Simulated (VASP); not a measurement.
Runs of VASP 6.6.1 on PbSe (Clausthalite). It takes space group Fm-3m (No. 225, cubic). The conventional cell has a = 6.121 Å, b = 6.121 Å, c = 6.121 Å, α = 90.00°, β = 90.00°, γ = 90.00°. Pb (site symmetry m-3m) has 6 Se at 3.06 Å as nearest neighbours. Se (site symmetry m-3m) has 6 Pb at 3.06 Å as nearest neighbours. 

| task | level | cell | k mesh | cutoff (eV) | smearing | grid for exact exchange (PRECFOCK) | exchange at q = 0 | mesh quality | gap on the mesh (eV) | pressure (GPa) | relaxed volume (Å³/atom) |
| --- | --- | --- | --- | --- | --- | --- | --- | --- | --- | --- | --- |
| relaxation of cell and atoms | MS2 | relaxed | 8 × 8 × 8 | 600 | fermi-dirac 0.05 eV | - | - | not flagged | (a) | 0.0 | 28.90 |
| single point | PBE | as given | 8 × 8 × 8 | 520 | gaussian 0.025 eV | - | - | not flagged | 0.29 | 2.4 | - |
| relaxation of cell and atoms | revTPSS | relaxed | 8 × 8 × 8 | 600 | fermi-dirac 0.05 eV | - | - | not flagged | (c) | 0.0 | 29.31 |
| single point | PBE | as given | 8 × 8 × 8 | 520 | gaussian 0.02 eV | - | - | not flagged | 0.29 | 2.4 | - |
| relaxation of cell and atoms | TPSS | relaxed | 8 × 8 × 8 | 600 | fermi-dirac 0.05 eV | - | - | not flagged | 0.45 | 0.0 | 29.74 |
| band structure | MS2 | as given | 8 × 8 × 8 | 520 | fermi-dirac 0.05 eV | - | - | not flagged | (b) | 0.4 | - |
| relaxation of cell and atoms | r2SCAN50 | relaxed | 4 × 4 × 4 | 600 | fermi-dirac 0.05 eV | Fast | truncated | coarse | 2.52 | 0.0 | 28.88 |
| band structure | SCAN0 | as given | 4 × 4 × 4 | 520 | fermi-dirac 0.05 eV | Fast | truncated | coarse | 1.47 | 0.6 | - |

Alike in all rows: potentials or basis VASP PAW PBE potentials, release 64 (Pb_d, Se); no spin polarisation.

Q: Estimate the missing entries.

A: (a) 0.40; (b) 0.37; (c) 0.39.

Caveats: some runs use coarse meshes; spin-orbit coupling is left out, which as a rule narrows the gap of such compounds by several tenths of an eV; the PAW data sets were made with another functional, which shifts forces and pressure a little (some runs).

A k mesh can miss the band edges, and the runs leave out spin-orbit coupling on Pb, Se.
